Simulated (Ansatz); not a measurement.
Sb:

```xyz
2
Lattice="2.1542 1.2437 3.7580 -2.1542 1.2437 3.7580 0.0000 -2.4875 3.7580" Properties=species:S:1:pos:R:3 pbc="T T T"
Sb    0.0000    0.0000    8.6416
Sb    0.0000    0.0000    2.6324
```

```yaml
Program: Ansatz 0.2.0
Task: relaxation of cell and atoms
Functional: RPBE
Dispersion: D4
Potentials_or_basis: all-electron LAPW, scalar-relativistic
Basis_error_allowed: 0.001 eV/atom
k_mesh: 8 × 8 × 8
Occupations: fermi-dirac, width 0.05 eV
Spin: no spin polarisation
```

At the start: volume 30.21 Å³/atom.

Task: How do energy, volume and symmetry change on relaxing?

Result: Over 6 steps the energy falls by 12.8 meV/atom and the volume is 28.82 Å³/atom (-4.6 %); space group R-3m (No. 166, to 0.05 Å).

The path:
```csv
step,energy change (eV),largest force (eV/Å),volume (Å³)
1,0.0000,0.2212,60.41
2,-0.0221,0.0111,57.47
3,-0.0247,0.0271,57.77
4,-0.0248,0.0323,57.52
5,-0.0255,0.0039,57.63
6,-0.0256,0.0039,57.63
```

Final structure:
```
CELL_PARAMETERS angstrom
2.14520 1.23853 3.61515
-2.14520 1.23853 3.61515
0.00000 -2.47707 3.61515
ATOMIC_POSITIONS crystal
Sb 0.76193 0.76193 0.76193
Sb 0.23807 0.23807 0.23807
```
